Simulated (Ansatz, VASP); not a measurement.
# Se in VASP and in Ansatz

```
CELL_PARAMETERS angstrom
0.00000 3.20686 3.20686
3.20686 0.00000 3.20686
3.20686 3.20686 0.00000
ATOMIC_POSITIONS crystal
Se 0.12500 0.12500 0.12500
Se 0.87500 0.87500 0.87500
```

Alike in both runs: functional RPBE; k mesh 9 × 9 × 9; occupations fermi-dirac, width 0.1 eV; no spin polarisation.

Ansatz relaxed the structure, and its values are those at the end. VASP's run is a single point on that final structure, the one shown.

|  | VASP | Ansatz |
| --- | --- | --- |
| version | VASP 6.6.1 | Ansatz 0.2.0 |
| potentials or method | VASP PAW PBE potentials, release 64 (Se) | plane waves (420 eV) with PAW, scalar-relativistic |
| plane-wave cutoff (eV) | 520 | 420 |
| valence electrons in the cell | 12 | 32 |

|  | VASP | Ansatz | Ansatz less VASP |
| --- | --- | --- | --- |
| pressure (GPa) | 0.0 | 0.0 | 0.00 |

With one functional, cell and mesh, what is left measures potentials, basis and numerics. The two sets of potentials don't hold the same shells in valence.

Caveats: the PAW data sets were made with another functional, which shifts forces and pressure a little (VASP).
